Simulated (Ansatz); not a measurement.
Elements on the sites of an ideal hcp lattice, at a guessed lattice constant:

```
Al Ti
1.0
     2.90302   -5.02817    0.00000
     2.90302    5.02817    0.00000
     0.00000    0.00000    9.28966
Al Ti
8 8
Direct
  0.33333 0.16667 0.12500
  0.33333 0.16667 0.62500
  0.33333 0.66667 0.62500
  0.83333 0.66667 0.12500
  0.66667 0.33333 0.37500
  0.66667 0.33333 0.87500
  0.66667 0.83333 0.37500
  0.66667 0.83333 0.87500
  0.83333 0.16667 0.12500
  0.83333 0.16667 0.62500
  0.33333 0.66667 0.12500
  0.83333 0.66667 0.62500
  0.16667 0.33333 0.37500
  0.16667 0.33333 0.87500
  0.16667 0.83333 0.37500
  0.16667 0.83333 0.87500
```

Cell and atoms were relaxed without symmetry on coarser meshes and computed once more. These are results of DFT r2SCAN, scalar-relativistic, plane waves, PAW in Ansatz, not measurements.

Cutoff 500 eV; k points 7×7×4 on the computed 16-atom cell (Γ-centred); Gaussian smearing, width 0.10 eV; no spin polarisation.

The relaxation ran on 3×3×2 (shifted) k points with a smearing of 0.1 eV, from sites shaken by 0.02 Å.

Problem. What does the relaxation give?

Solution. A volume of 16.10 Å³/atom and no gap on the mesh. It lies 0.38 eV/atom below the elements' standard states (static lattices, no corrections for gases). The atoms leave their sites by 0.06 Å (root mean square) and 0.13 Å at most, and the cell stretches by up to 1.7 % at fixed volume.

```
CELL_PARAMETERS angstrom
2.78656 -4.87232 0.00008
2.91536 4.94668 -0.00009
-0.00001 -0.00015 9.20271
ATOMIC_POSITIONS crystal
Al 0.32958 0.16640 0.12551
Al 0.34130 0.16862 0.62550
Al 0.34112 0.67633 0.62550
Al 0.81630 0.65593 0.12551
Al 0.66758 0.33726 0.37686
Al 0.66758 0.33727 0.87415
Al 0.66567 0.83148 0.37508
Al 0.66567 0.83150 0.87591
Ti 0.82515 0.14274 0.12550
Ti 0.83544 0.16435 0.62550
Ti 0.30940 0.64492 0.12550
Ti 0.83735 0.66420 0.62550
Ti 0.16882 0.34174 0.37943
Ti 0.16882 0.34175 0.87157
Ti 0.17719 0.84743 0.37265
Ti 0.17719 0.84745 0.87834
```

The final mesh leaves forces up to 0.10 eV/Å and stresses up to 0.4 GPa: the relaxation ran on a coarser mesh, so the cell's shape, its bonds and its energy belong partly to that mesh.

Cost: 2 runs of about 14 core-minutes in all (earlier runs that led there not counted), on Intel Xeon Platinum 8259CL (Skylake/Cascade Lake) (shared hosts).